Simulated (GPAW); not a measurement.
# Be (Im-3m) in GPAW: settings compared

One crystal, Be, is run at these levels: PBEsol+D3(BJ), LDA, PBE+D4, PBE; tasks: elastic constants, gruneisen, RPA correlation energy.

Everything below comes from runs of GPAW 26.7.0. Logs are shortened: lines on timing, memory, paths and dates and some standing lists are left out, and cuts for length are marked. The log counts tension as positive stress, the text compression.

## Step 1: Starting point

The structure is cubic, space group Im-3m (No. 229). Conventional cell: a = 2.506 Å, b = 2.506 Å, c = 2.506 Å, α = 90.00°, β = 90.00°, γ = 90.00°. Be (site symmetry m-3m) has 8 Be at 2.17 Å as nearest neighbours.

This isn't the form of Be at room conditions, which is hcp.

## Step 2: Elastic constants, PBEsol+D3(BJ), 7.87 Å³/atom

run.py reads:

```python
import json
import numpy as np
import spglib
from ase import Atoms
from ase.calculators.mixing import SumCalculator
from ase.constraints import FixSymmetry
from ase.filters import FrechetCellFilter
from ase.io import write
from ase.optimize import BFGS
from ase.stress import full_3x3_to_voigt_6_stress, voigt_6_to_full_3x3_strain, voigt_6_to_full_3x3_stress
from ase.units import GPa
from dftd3.ase import DFTD3
from gpaw import GPAW, PW, setup_paths

setup_paths.insert(0, '.')

atoms = Atoms(['Be'],
              cell=[[-1.2531209513, 1.2531209513, 1.2531209513],
                    [1.2531209513, -1.2531209513, 1.2531209513],
                    [1.2531209513, 1.2531209513, -1.2531209513]],
              scaled_positions=[[0.0, 0.0, 0.0]],
              pbc=True)

calc = GPAW(mode=PW(800),
            xc='PBEsol',
            kpts={'size': (15, 15, 15), 'gamma': True},
            occupations={'name': 'fermi-dirac', 'width': 0.005},
            nbands=7,
            convergence={'density': 1e-06, 'eigenstates': 1e-09},
            mixer={'backend': 'pulay', 'beta': 0.02, 'nmaxold': 8, 'weight': 100.0},
            eigensolver='rmm-diis',
            maxiter=80,
            txt='gpaw.txt')
atoms.calc = SumCalculator([calc, DFTD3(method='pbesol', damping='d3bj')])
atoms.set_constraint(FixSymmetry(atoms))
BFGS(FrechetCellFilter(atoms), trajectory='relax.traj', logfile='-').run(fmax=0.005, steps=40)
atoms.set_constraint()
energy = atoms.get_potential_energy()
forces = atoms.get_forces()
stress = atoms.get_stress()
calc.write('gs.gpw')
write('result.traj', atoms)
print('Cell:', atoms.cell.cellpar().round(4))
print(atoms.get_scaled_positions().round(5))

gpts = tuple(int(n) for n in calc.get_number_of_grid_points())
cell = atoms.cell[:].T
dataset = spglib.get_symmetry((atoms.cell[:], atoms.get_scaled_positions(), atoms.numbers), symprec=1e-4)
rotations = [cell @ w @ np.linalg.inv(cell) for w in dataset['rotations']]
strains, clamped, relaxed = [], [], []
for v in [0, 3]:
    for e in (-0.005, 0.005):
        voigt = np.zeros(6)
        voigt[v] = e
        F = voigt_6_to_full_3x3_strain(voigt)
        a = atoms.copy()
        a.set_cell(atoms.cell[:] @ F, scale_atoms=True)
        c = GPAW(mode=PW(800),
                 xc='PBEsol',
                 kpts={'size': (15, 15, 15), 'gamma': True},
                 occupations={'name': 'fermi-dirac', 'width': 0.005},
                 nbands=7,
                 convergence={'density': 1e-06, 'eigenstates': 1e-09},
                 mixer={'backend': 'pulay', 'beta': 0.02, 'nmaxold': 8, 'weight': 100.0},
                 eigensolver='rmm-diis',
                 maxiter=80,
                 gpts=gpts,
                 txt=f'strain-{v}{e:+.3f}.txt')
        a.calc = SumCalculator([c, DFTD3(method='pbesol', damping='d3bj')])
        s0 = s1 = a.get_stress() - stress
        print(v, e, 'clamped', (s0 / GPa).round(3), 'relaxed', (s1 / GPa).round(3), flush=True)
        for R in rotations:  # images under the point group
            eps = R @ (F - np.eye(3)) @ R.T
            strains.append(full_3x3_to_voigt_6_stress(eps) * [1, 1, 1, 2, 2, 2])
            for s, rows in ((s0, clamped), (s1, relaxed)):
                rows.append(full_3x3_to_voigt_6_stress(R @ voigt_6_to_full_3x3_stress(s) @ R.T))

C0, C = (np.linalg.lstsq(np.array(strains), np.array(s), rcond=None)[0].T / GPa for s in (clamped, relaxed))
print('Clamped-ion Cij (GPa):')
print(C0.round(1))
print('Relaxed-ion Cij (GPa):')
print(C.round(1))
json.dump({'clamped': C0.tolist(), 'relaxed': C.tolist()}, open('elastic.json', 'w'))
```

Potentials or basis: PAW data sets generated in the run's folder for this functional, pw.

Run with:

```bash
> gpaw-setup -f PBEsol Be
> OMP_NUM_THREADS=1 python run.py
```

gpaw.txt:

```text
__  _  _
 | _ |_)|_||  |
 |__||  | ||/\| - 26.7.0

Input parameters:
  mode=PW(ecut=800.0),
  convergence={'density': 1e-06, 'eigenstates': 1e-09},
  eigensolver=RMMDIIS(niter=1, diis_steps=1, max_buffer_mem=209715200, trial_step=None),
  kpts=MonkhorstPack(size=(15, 15, 15), gamma=True),
  maxiter=80,
  mixer=Pulay(name='pulay', nmaxold=8, beta=0.02, weight=100.0, sigma=0.015, g_ss=None),
  nbands=7,
  occupations=Occupations(name='fermi-dirac', width=0.005),
  xc=XC(name='PBEsol')

Diagonalizing LCAO Hamiltonian
Converting LCAO to pw mode

       Be

Atoms  # Å, Bohr magnetons
|   | symbol |        x |        y |        z |    initial magnetic moments |
|---|--------|----------|----------|----------|-----------------------------|
| 0 |     Be | 0.000000 | 0.000000 | 0.000000 | ( 0.0000,  0.0000,  0.0000) |

Unit cell  # Å
| periodic |         x |         y |         z |  lengths |     angles |
|----------|-----------|-----------|-----------|----------|------------|
|      yes | -1.253121 |  1.253121 |  1.253121 | 2.170469 | 109.471221 |
|      yes |  1.253121 | -1.253121 |  1.253121 | 2.170469 | 109.471221 |
|      yes |  1.253121 |  1.253121 | -1.253121 | 2.170469 | 109.471221 |

Number of symmetries: 48
Symmetry operations  # r_c * U_cc + t_c -> r_c
|    | kind |            matrix            |
|----|------|------------------------------|
|  0 |  σ   |  1, 1, 1,  0, 0,-1,  0,-1, 0 |
|  1 |  C4  |  1, 1, 1,  0, 0,-1, -1, 0, 0 |
|  2 |  C2  |  1, 1, 1,  0,-1, 0,  0, 0,-1 |
|  3 |  S6  |  1, 1, 1,  0,-1, 0, -1, 0, 0 |
|  4 |  S6  |  1, 1, 1, -1, 0, 0,  0, 0,-1 |
|  5 |  C4  |  1, 1, 1, -1, 0, 0,  0,-1, 0 |
|  6 |  E   |  1, 0, 0,  0, 1, 0,  0, 0, 1 |
|  7 |  σ   |  1, 0, 0,  0, 1, 0, -1,-1,-1 |
|  8 |  σ   |  1, 0, 0,  0, 0, 1,  0, 1, 0 |
|  9 |  C3  |  1, 0, 0,  0, 0, 1, -1,-1,-1 |
| 10 |  C3  |  1, 0, 0, -1,-1,-1,  0, 1, 0 |
[... 128 lines left out ...]
xc functional:
  name: PBEsol with 2 nearest neighbor stencil

convergence criteria:
- Maximum integral of absolute [dens]ity change: 1e-06 electrons / valence electron
- Maximum integral of absolute [eigenst]ate change: 1e-09 eV^2 / valence electron
- Maximum [total energy] change in last 3 cyles: 0.0005 eV / valence electron
maximum number of iterations: 80

SCF iterations
|iter     | |      energy | eigst |  dens |
|---------|-|-------------|-------|-------|
|iter:   1| |   -3.340651 | +1.36 |       |
|iter:   2| |   -3.840809 | -0.07 | -1.63 |
|iter:   3| |   -3.857111 | -1.38 | -1.72 |
|iter:   4| |   -3.872486 | -1.73 | -1.73 |
|iter:   5| |   -3.880689 | -1.92 | -1.97 |
|iter:   6| |   -3.880814 | -2.87 | -3.31 |
|iter:   7| |   -3.880850c| -4.01 | -2.98 |
|iter:   8| |   -3.880852c| -5.58 | -3.87 |
|iter:   9| |   -3.880852c| -7.13 | -3.88 |
|iter:  10| |   -3.880852c| -6.98 | -3.81 |
|iter:  11| |   -3.880852c| -8.23 | -4.30 |
|iter:  12| |   -3.880852c| -8.32 | -4.41 |
|iter:  13| |   -3.880852c| -8.44 | -4.78 |
|iter:  14| |   -3.880852c|-10.46c| -5.71 |
|iter:  15| |   -3.880852c|-11.61c| -6.10c|

Converged in 15 steps
Energy contributions relative to reference atoms: (reference = -395.526536)

Energy contributions:
  Kinetic:           3.177321
  Coulomb:          -1.342731
  Zero:              0.001783
  External:          0.000000
  Xc:               -5.717210
  Entropy:          -0.000031
  Spinorbit:         0.000000
  ----------------------------
  Free energy:      -3.880868
  Extrapolated:     -3.880852
[... 15 lines left out ...]
No gap
No difference between direct/indirect transitions

Stress tensor  # eV/Ang^3
|         x |         y |         z |
|-----------|-----------|-----------|
|  0.012321 |  0.000000 | -0.000000 |
|  0.000000 |  0.012321 | -0.000000 |
| -0.000000 | -0.000000 |  0.012321 |

Forces  # eV/Ang
|       x |       y |        z |
|---------|---------|----------|
| 0.00000 | 0.00000 | -0.00000 |  # Be   0

Interpolating wave functions to new cell

       Be

Atoms  # Å, Bohr magnetons
|   | symbol |        x |        y |        z |    initial magnetic moments |
|---|--------|----------|----------|----------|-----------------------------|
| 0 |     Be | 0.000000 | 0.000000 | 0.000000 | ( 0.0000,  0.0000,  0.0000) |

Unit cell  # Å
| periodic |         x |         y |         z |  lengths |     angles |
|----------|-----------|-----------|-----------|----------|------------|
|      yes | -1.246515 |  1.246515 |  1.246515 | 2.159027 | 109.471221 |
|      yes |  1.246515 | -1.246515 |  1.246515 | 2.159027 | 109.471221 |
|      yes |  1.246515 |  1.246515 | -1.246515 | 2.159027 | 109.471221 |

Number of symmetries: 48
Symmetry operations  # r_c * U_cc + t_c -> r_c
|    | kind |            matrix            |
|----|------|------------------------------|
|  0 |  σ   |  1, 1, 1,  0, 0,-1,  0,-1, 0 |
|  1 |  C4  |  1, 1, 1,  0, 0,-1, -1, 0, 0 |
|  2 |  C2  |  1, 1, 1,  0,-1, 0,  0, 0,-1 |
|  3 |  S6  |  1, 1, 1,  0,-1, 0, -1, 0, 0 |
|  4 |  S6  |  1, 1, 1, -1, 0, 0,  0, 0,-1 |
|  5 |  C4  |  1, 1, 1, -1, 0, 0,  0,-1, 0 |
|  6 |  E   |  1, 0, 0,  0, 1, 0,  0, 0, 1 |
|  7 |  σ   |  1, 0, 0,  0, 1, 0, -1,-1,-1 |
[... 171 lines left out ...]
Fermi level: 8.375
Eigenvalues  # (at kpt = [0.000, 0.000, 0.000])
| band index |      eig [eV] | occ [0-2] |
|------------|---------------|-----------|
|          0 |        -3.829 |     2.000 |
|          1 |        28.093 |     0.000 |
|          2 |        28.093 |     0.000 |
|          3 |        28.093 |     0.000 |
|          4 |        39.480 |     0.000 |
|          5 |        39.480 |     0.000 |
|          6 |        43.060 |     0.000 |

No gap
No difference between direct/indirect transitions

Stress tensor  # eV/Ang^3
|        x |        y |        z |
|----------|----------|----------|
| 0.000214 | 0.000000 | 0.000000 |
| 0.000000 | 0.000214 | 0.000000 |
| 0.000000 | 0.000000 | 0.000214 |

Forces  # eV/Ang
|       x |       y |       z |
|---------|---------|---------|
| 0.00000 | 0.00000 | 0.00000 |  # Be   0

Interpolating wave functions to new cell

       Be

Atoms  # Å, Bohr magnetons
|   | symbol |        x |        y |        z |    initial magnetic moments |
|---|--------|----------|----------|----------|-----------------------------|
| 0 |     Be | 0.000000 | 0.000000 | 0.000000 | ( 0.0000,  0.0000,  0.0000) |

Unit cell  # Å
| periodic |         x |         y |         z |  lengths |     angles |
|----------|-----------|-----------|-----------|----------|------------|
|      yes | -1.226460 |  1.226460 |  1.226460 | 2.124291 | 109.471221 |
|      yes |  1.226460 | -1.226460 |  1.226460 | 2.124291 | 109.471221 |
|      yes |  1.226460 |  1.226460 | -1.226460 | 2.124291 | 109.471221 |

Number of symmetries: 48
Symmetry operations  # r_c * U_cc + t_c -> r_c
|    | kind |            matrix            |
|----|------|------------------------------|
|  0 |  σ   |  1, 1, 1,  0, 0,-1,  0,-1, 0 |
|  1 |  C4  |  1, 1, 1,  0, 0,-1, -1, 0, 0 |
|  2 |  C2  |  1, 1, 1,  0,-1, 0,  0, 0,-1 |
|  3 |  S6  |  1, 1, 1,  0,-1, 0, -1, 0, 0 |
|  4 |  S6  |  1, 1, 1, -1, 0, 0,  0, 0,-1 |
|  5 |  C4  |  1, 1, 1, -1, 0, 0,  0,-1, 0 |
|  6 |  E   |  1, 0, 0,  0, 1, 0,  0, 0, 1 |
|  7 |  σ   |  1, 0, 0,  0, 1, 0, -1,-1,-1 |
[... 187 lines left out ...]
No gap
No difference between direct/indirect transitions

Stress tensor  # eV/Ang^3
|         x |         y |         z |
|-----------|-----------|-----------|
| -0.041122 |  0.000000 |  0.000000 |
|  0.000000 | -0.041122 |  0.000000 |
|  0.000000 |  0.000000 | -0.041122 |

Forces  # eV/Ang
|       x |        y |       z |
|---------|----------|---------|
| 0.00000 | -0.00000 | 0.00000 |  # Be   0

Interpolating wave functions to new cell

       Be

Atoms  # Å, Bohr magnetons
|   | symbol |        x |        y |        z |    initial magnetic moments |
|---|--------|----------|----------|----------|-----------------------------|
| 0 |     Be | 0.000000 | 0.000000 | 0.000000 | ( 0.0000,  0.0000,  0.0000) |

Unit cell  # Å
| periodic |         x |         y |         z |  lengths |     angles |
|----------|-----------|-----------|-----------|----------|------------|
|      yes | -1.227288 |  1.227288 |  1.227288 | 2.125725 | 109.471221 |
|      yes |  1.227288 | -1.227288 |  1.227288 | 2.125725 | 109.471221 |
|      yes |  1.227288 |  1.227288 | -1.227288 | 2.125725 | 109.471221 |

Number of symmetries: 48
Symmetry operations  # r_c * U_cc + t_c -> r_c
|    | kind |            matrix            |
|----|------|------------------------------|
|  0 |  σ   |  1, 1, 1,  0, 0,-1,  0,-1, 0 |
|  1 |  C4  |  1, 1, 1,  0, 0,-1, -1, 0, 0 |
|  2 |  C2  |  1, 1, 1,  0,-1, 0,  0, 0,-1 |
|  3 |  S6  |  1, 1, 1,  0,-1, 0, -1, 0, 0 |
|  4 |  S6  |  1, 1, 1, -1, 0, 0,  0, 0,-1 |
|  5 |  C4  |  1, 1, 1, -1, 0, 0,  0,-1, 0 |
|  6 |  E   |  1, 0, 0,  0, 1, 0,  0, 0, 1 |
|  7 |  σ   |  1, 0, 0,  0, 1, 0, -1,-1,-1 |
[... 183 lines left out ...]
No gap
No difference between direct/indirect transitions

Stress tensor  # eV/Ang^3
|         x |         y |         z |
|-----------|-----------|-----------|
| -0.039270 | -0.000000 |  0.000000 |
| -0.000000 | -0.039270 | -0.000000 |
|  0.000000 | -0.000000 | -0.039270 |

Forces  # eV/Ang
|       x |        y |        z |
|---------|----------|----------|
| 0.00000 | -0.00000 | -0.00000 |  # Be   0

# Writing to gs.gpw (mode='')
```

It took 77 s on 1 thread of Arm Neoverse V2, shared host; peak memory 0.21 GiB.

What came out:

| Property | Result |
| --- | --- |
| Free energy | -4.1644 eV |
| Relaxed volume | 7.39 Å³/atom |
| Relaxed cell | a = 2.126 Å, b = 2.126 Å, c = 2.126 Å, α = 109.47°, β = 109.47°, γ = 109.47° |
| Space group after relaxing (to 0.05 Å) | Im-3m (No. 229) |
| Pressure after relaxing | 0.0 GPa |
| Band gap on the k mesh | none (metal or under the smearing width) |
| Elastic constants C11, C12, C44 | 226, 87, 191 GPa |
| Voigt bulk modulus | 133 GPa |
| Bulk modulus (Hill) | 133 GPa |
| Shear modulus (Hill) | 127 GPa |
| Young's modulus | 290 GPa |
| Poisson's ratio (from the elastic constants) | 0.14 |
| Dispersion energy per atom | -0.289 eV |

Caveat: the density grid can change from cell to cell, which puts small steps into energies and stress; elastic constants of metals need much finer meshes, so these are rough; pairwise dispersion overbinds metals, which lowers pressure and volume.

## Step 3: Elastic constants, LDA, 7.87 Å³/atom

run.py reads:

```python
import json
import numpy as np
import spglib
from ase.constraints import FixSymmetry
from ase.filters import FrechetCellFilter
from ase.io import read, write
from ase.optimize import BFGS
from ase.stress import full_3x3_to_voigt_6_stress, voigt_6_to_full_3x3_strain, voigt_6_to_full_3x3_stress
from ase.units import GPa
from gpaw import GPAW, PW

atoms = read('POSCAR')

calc = GPAW(mode=PW(800),
            xc='LDA',
            kpts={'size': (15, 15, 15), 'gamma': True},
            occupations={'name': 'fermi-dirac', 'width': 0.05},
            nbands=7,
            convergence={'density': 1e-06, 'eigenstates': 1e-09},
            maxiter=150,
            txt='gpaw.txt')
atoms.calc = calc
atoms.set_constraint(FixSymmetry(atoms))
BFGS(FrechetCellFilter(atoms), trajectory='relax.traj', logfile='-').run(fmax=0.005, steps=40)
atoms.set_constraint()
energy = atoms.get_potential_energy()
forces = atoms.get_forces()
stress = atoms.get_stress()
calc.write('gs.gpw')
write('result.traj', atoms)
print('Cell:', atoms.cell.cellpar().round(4))
print(atoms.get_scaled_positions().round(5))

gpts = tuple(int(n) for n in calc.get_number_of_grid_points())
cell = atoms.cell[:].T
dataset = spglib.get_symmetry((atoms.cell[:], atoms.get_scaled_positions(), atoms.numbers), symprec=1e-4)
rotations = [cell @ w @ np.linalg.inv(cell) for w in dataset['rotations']]
strains, clamped, relaxed = [], [], []
for v in [0, 3]:
    for e in (-0.005, 0.005):
        voigt = np.zeros(6)
        voigt[v] = e
        F = voigt_6_to_full_3x3_strain(voigt)
        a = atoms.copy()
        a.set_cell(atoms.cell[:] @ F, scale_atoms=True)
        c = GPAW(mode=PW(800),
                 xc='LDA',
                 kpts={'size': (15, 15, 15), 'gamma': True},
                 occupations={'name': 'fermi-dirac', 'width': 0.05},
                 nbands=7,
                 convergence={'density': 1e-06, 'eigenstates': 1e-09},
                 maxiter=150,
                 gpts=gpts,
                 txt=f'strain-{v}{e:+.3f}.txt')
        a.calc = c
        s0 = s1 = a.get_stress() - stress
        print(v, e, 'clamped', (s0 / GPa).round(3), 'relaxed', (s1 / GPa).round(3), flush=True)
        for R in rotations:  # images under the point group
            eps = R @ (F - np.eye(3)) @ R.T
            strains.append(full_3x3_to_voigt_6_stress(eps) * [1, 1, 1, 2, 2, 2])
            for s, rows in ((s0, clamped), (s1, relaxed)):
                rows.append(full_3x3_to_voigt_6_stress(R @ voigt_6_to_full_3x3_stress(s) @ R.T))

C0, C = (np.linalg.lstsq(np.array(strains), np.array(s), rcond=None)[0].T / GPa for s in (clamped, relaxed))
print('Clamped-ion Cij (GPa):')
print(C0.round(1))
print('Relaxed-ion Cij (GPa):')
print(C.round(1))
json.dump({'clamped': C0.tolist(), 'relaxed': C.tolist()}, open('elastic.json', 'w'))
```

POSCAR reads:

```
Be
1.0
   -1.2531209513      1.2531209513      1.2531209513
    1.2531209513     -1.2531209513      1.2531209513
    1.2531209513      1.2531209513     -1.2531209513
Be
1
Direct
    0.0000000000      0.0000000000      0.0000000000
```

Potentials or basis: the program's PAW data sets (release 1.2.1) made for this functional, pw.

Run with:

```bash
> OMP_NUM_THREADS=1 python run.py
```

Wall time 71 s (1 thread of Arm Neoverse V2, shared host); peak memory 0.19 GiB.

The run converged. Its results:

- Free energy: -4.0965 eV
- Relaxed volume: 7.55 Å³/atom
- Relaxed cell: a = 2.140 Å, b = 2.140 Å, c = 2.140 Å, α = 109.47°, β = 109.47°, γ = 109.47°
- Space group after relaxing (to 0.05 Å): Im-3m (No. 229)
- Pressure after relaxing: 0.0 GPa
- Band gap on the k mesh: none (metal or under the smearing width)
- Elastic constants C11, C12, C44: 218, 90, 206 GPa
- Voigt bulk modulus: 133 GPa
- Bulk modulus (Hill): 133 GPa
- Shear modulus (Hill): 129 GPa
- Young's modulus: 292 GPa
- Poisson's ratio (from the elastic constants): 0.13

Caveat: the density grid can change from cell to cell, which puts small steps into energies and stress; elastic constants of metals need much finer meshes, so these are rough.

(Continued in part 2 of 3.)
